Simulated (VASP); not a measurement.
A run of VASP 6.6.1:

The input INCAR:

```
  PREC = Accurate
  ENCUT = 520
  EDIFF = 1E-6
  ISMEAR = -1
  SIGMA = 0.05
  LREAL = False
  LASPH = True
  NELM = 60
  ALGO = Fast
  ISIF = 2
  LWAVE = False
  LCHARG = True
  LDIPOL = True
  IDIPOL = 3
  DIPOL = 0.5 0.5 0.500
  GGA = RP
  LELF = True
  LVHAR = True
  LVACPOTAV = True
```

File KPOINTS:

```
Automatic mesh
0
Gamma
  9 9 1
```

The input POSCAR:

```
Zn
1.0
    2.6169740200      0.0000000000      0.0000000000
   -1.3084870100      2.2681701736      0.0000000000
    0.0000000000      0.0000000000     27.1587934876
Zn
6
Direct
    0.3393536486      0.6787072973      0.2761536518
    0.0115275509      0.0230551018      0.3651252919
    0.3508811995      0.7017623991      0.4550417640
    0.6902348482      0.3804696963      0.5449582360
    0.3624087504      0.7248175009      0.6339298761
    0.7017623991      0.4035247981      0.7238463482
```

Potentials or basis: VASP PAW PBE potentials, release 64 (Zn).

Launch:

```bash
$ cat potpaw_PBE.64/Zn/POTCAR > POTCAR
$ mpirun -np 1 vasp_std > vasp.out
```

Hardware: 1 thread of Intel(R) Xeon(R) Platinum 8488C (Sapphire Rapids) (shared host).

Question: Estimate the wall time of this run.

Answer: Run time: 3.1 min on 1 thread of Intel(R) Xeon(R) Platinum 8488C (Sapphire Rapids), with other jobs on the host, peak memory 0.34 GiB. Counts: scf iterations 23, k points 25.
